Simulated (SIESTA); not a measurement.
Crystal: TiAl3.

```
Ti Al
1.0
    -1.91111    1.91111    4.28067
     1.91111   -1.91111    4.28067
     1.91111    1.91111   -4.28067
Ti Al
1 3
Direct
  0.00000 0.00000 0.00000
  0.25000 0.75000 0.50000
  0.75000 0.25000 0.50000
  0.50000 0.50000 0.00000
```

The cell comes from a database or a generator and needn't be the stable form of this composition.

Base run:

| Property | Result |
| --- | --- |
| Program | SIESTA 5.4.2 |
| Functional | PBEsol |
| Potentials or basis | PseudoDojo 0.4 standard (PBEsol files) |
| Basis | DZP (energy shift 0.003 Ry; two zetas on semicore shells) |
| Grid cutoff | 800 Ry |
| Energy shift | 0.003 Ry |
| k mesh | 10 × 10 × 10 |
| Occupations | fermi-dirac, width 0.05 eV |
| Spin | no spin polarisation |

Its results: band gap on the k mesh none (metal or under the smearing width); pressure -0.1 GPa.

Q: After a change of settings the same cell gave: band gap on the k mesh none (metal or under the smearing width); pressure 2.1 GPa. Which change was it?
A. basis from DZP (energy shift 0.003 Ry; two zetas on semicore shells) to TZDP (energy shift 0.003 Ry; two zetas on semicore shells)
B. basis from DZP (energy shift 0.003 Ry; two zetas on semicore shells) to DZ (energy shift 0.003 Ry; two zetas on semicore shells)
C. basis from DZP (energy shift 0.003 Ry; two zetas on semicore shells) to TZP (energy shift 0.003 Ry; two zetas on semicore shells)
D. basis from DZP (energy shift 0.003 Ry; two zetas on semicore shells) to SZ (energy shift 0.003 Ry)

A: B.

Caveats: the basis of atomic orbitals isn't converged, which shifts pressures, moduli and gaps; the basis has no polarisation orbitals (some runs).
